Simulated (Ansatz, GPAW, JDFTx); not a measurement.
**InP: 3 runs at one level of theory**

```
In P
1.0
     0.00000    2.93050    2.93050
     2.93050    0.00000    2.93050
     2.93050    2.93050    0.00000
In P
1 1
Direct
  0.00000 0.00000 0.00000
  0.75000 0.75000 0.75000
```

Alike in all runs: task band structure; functional RPBE; k mesh 8 × 8 × 8; occupations fermi-dirac, width 0.05 eV; no spin polarisation; no spin-orbit coupling. Pressure is positive in compression and, in plane waves, holds the error of the finite cutoff. Gaps are the smaller of the mesh's and the band path's.

| program and potentials | plane-wave cutoff (eV) | notes | band gap (eV) | pressure (GPa) |
| --- | --- | --- | --- | --- |
| GPAW, the program's PAW data sets (release 1.2.1) made for this functional | 600 | - | ? | ? |
| Ansatz, all-electron LAPW, scalar-relativistic | - | - | 0.85 | 5.17 |
| JDFTx, PseudoDojo-SR-PBE-0.5-standard with smoothed tails | 952 | potentials made for PBE | 0.84 | - |

Problem. Estimate from the other rows what the run with GPAW, the program's PAW data sets (release 1.2.1) made for this functional gave.

Solution. Band gap 0.85 eV; pressure 4.91 GPa. The other rows, which needn't bracket it: band gap 0.84 to 0.85; pressure 5.17.
